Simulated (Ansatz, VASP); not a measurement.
## One calculation of LiF, two programs

Contents of INCAR:

```
PREC = Accurate ; ENCUT = 520
EDIFF = 1E-7 ; ISMEAR = 0
SIGMA = 0.05 ; LREAL = F
LASPH = T ; NELM = 100
ALGO = Normal ; ISIF = 2
LWAVE = F ; LCHARG = T
GGA = PS ; IVDW = 12
LELF = T ; LVHAR = T
NBANDS = 12
```

File KPOINTS:

```
regular mesh
0
Gamma
  10 10 10
```

POSCAR

```
LiF
1.0
    0.0000000000      2.0140017468      2.0140017468
    2.0140017468      0.0000000000      2.0140017468
    2.0140017468      2.0140017468      0.0000000000
Li F
1 1
Direct
    0.0000000000      0.0000000000      0.0000000000
    0.5000000000      0.5000000000      0.5000000000
```

Input for Ansatz:

```yaml
crystal:
  lattice:
    - [0.0, 2.0140017468, 2.0140017468]
    - [2.0140017468, 0.0, 2.0140017468]
    - [2.0140017468, 2.0140017468, 0.0]
  atoms:
    - { symbol: Li, position: [0.0, 0.0, 0.0] }
    - { symbol: F, position: [0.5, 0.5, 0.5] }
basis:
  ecutwfc: 420
  ecutrho_ratio: 4
kpoints:
  mp_grid: { grid: [10, 10, 10] }
hamiltonian:
  xc: pbesol
  dispersion: d3bj
scf:
  occupations: { method: gaussian, width: 0.05 }
output:
  forces: true
  stress: true
  eigenvalues: true
```

Alike in both runs: task single point; functional PBEsol; dispersion D3(BJ); k mesh 10 × 10 × 10; occupations gaussian, width 0.05 eV; no spin polarisation.

|  | VASP | Ansatz |
| --- | --- | --- |
| version | VASP 6.6.1 | Ansatz 0.2.0 |
| potentials or method | VASP PAW PBE potentials, release 64 (Li_sv, F) | scalar-relativistic, plane waves, PAW |
| plane-wave cutoff (eV) | 520 | 420 |
| valence electrons in the cell | 10 | 10 |

```tsv
	VASP	Ansatz	Ansatz less VASP
gap on the k mesh at the Fermi level (eV)	8.92	8.92	+0.001
least direct gap on the mesh (eV)	8.92	8.92	+0.001
dispersion energy (meV/atom)	-144.4	-144.5	-0.04
```

 PBEsol gaps usually lie below the measured ones, often by a third to a half. A k mesh can miss the band edges.
